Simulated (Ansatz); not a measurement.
Zinc-blende AlSb was calculated with BLYP (plane waves, PAW; Ansatz, a quantum-chemistry and plane-wave program).

Numerical settings: plane-wave cutoff 520 eV, 10×10×10 k mesh, Fermi–Dirac smearing 0.01 eV, scalar-relativistic PAW data made under PBE.

Computed points:

```csv
V (Å³/atom),E − E_lowest (meV/atom),P (GPa)
29.620,16.68,3.01
30.250,7.10,1.89
30.880,1.69,0.88
31.511,0.00,-0.01
32.141,1.63,-0.81
32.771,6.23,-1.52
33.401,13.46,-2.15
```

Q: Fit the third-order Birch–Murnaghan equation and give B0 and B′.

A: V0 = 31.504 Å³/atom, B0 = 42.2 GPa, B′ = 4.7 (fit to the energies at full precision).

Measured, for comparison: bulk modulus 58.2 GPa (temperature not stated, not corrected to a static lattice; as tabulated in Toher et al. (2017), arXiv:1611.05714); equilibrium volume per atom 28.77 Å³/atom (low temperature, thermal expansion removed or low-temperature value; zero-point expansion not removed; as tabulated in Zhang et al. (2018), doi:10.1088/1367-2630/aac7f0). Computed (rounded) less measured: bulk modulus -27 %, equilibrium volume per atom +9.5 %.

Spin–orbit coupling is not included.

Computed values are for the static lattice.
